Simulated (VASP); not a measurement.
Mo:

```
CELL_PARAMETERS angstrom
-1.58381 1.58381 1.58381
1.58381 -1.58381 1.58381
1.58381 1.58381 -1.58381
ATOMIC_POSITIONS crystal
Mo 0.00000 0.00000 0.00000
```

| Quantity | Value |
| --- | --- |
| Program | VASP 6.6.1 |
| Task | relaxation of cell and atoms |
| Functional | revTPSS |
| Potentials or basis | VASP PAW PBE potentials, release 64 (Mo_sv) |
| Cutoff | 600 eV |
| k mesh | 12 × 12 × 12 |
| Occupations | methfessel-paxton, width 0.1 eV |
| Spin | no spin polarisation |

At the start: pressure -6.4 GPa; volume 15.89 Å³/atom.

Q: Where does the relaxation end?

A: Over 3 steps the energy falls by 7.7 meV/atom and the volume is 15.53 Å³/atom (-2.3 %); space group Im-3m (No. 229, to 0.05 Å).

Step by step:
| step | energy change (eV) | largest force (eV/Å) | pressure (GPa) | volume (Å³) |
| --- | --- | --- | --- | --- |
| 1 | 0.0000 | 0.0000 | -6.40 | 15.89 |
| 2 | 0.0614 | 0.0000 | 22.69 | 14.48 |
| 3 | -0.0077 | 0.0000 | -0.19 | 15.53 |

Final structure:
```
Mo
1.0
    -1.57155    1.57155    1.57155
     1.57155   -1.57155    1.57155
     1.57155    1.57155   -1.57155
Mo
1
Direct
  0.00000 0.00000 0.00000
```

Caveat: the PAW data sets were made with another functional, which shifts forces and pressure a little.
